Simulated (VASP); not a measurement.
Pb:

```
Pb
1.0
     0.00000    2.47502    2.47502
     2.47502    0.00000    2.47502
     2.47502    2.47502    0.00000
Pb
1
Direct
  0.00000 0.00000 0.00000
```

| Item | Value |
| --- | --- |
| Program | VASP 6.6.1 |
| Task | relaxation of cell and atoms |
| Functional | PBE |
| Potentials or basis | VASP PAW PBE potentials, release 54 (Pb) |
| Cutoff | 580 eV |
| k mesh | 9 × 9 × 9 |
| Occupations | fermi-dirac, width 0.05 eV |
| Spin | no spin polarisation |

At the start: pressure 2.0 GPa; volume 30.32 Å³/atom.

**Question.** Where does the relaxation end?

**Answer.** Over 3 steps the energy falls by 8.0 meV/atom and the volume is 31.67 Å³/atom (+4.4 %); space group Fm-3m (No. 225, to 0.05 Å).

Step by step:
| step | energy change (eV) | largest force (eV/Å) | pressure (GPa) | volume (Å³) |
| --- | --- | --- | --- | --- |
| 1 | 0.0000 | 0.0000 | 2.01 | 30.32 |
| 2 | -0.0076 | 0.0000 | -0.43 | 32.02 |
| 3 | -0.0080 | 0.0000 | 0.01 | 31.67 |

Final structure:
```
Pb
1.0
     0.00000    2.51114    2.51114
     2.51114    0.00000    2.51114
     2.51114    2.51114    0.00000
Pb
1
Direct
  0.00000 0.00000 0.00000
```

The cell as given is a measured one (30.32 Å³/atom); PBE puts the equilibrium volume +4.4 % from it, thermal expansion not counted.
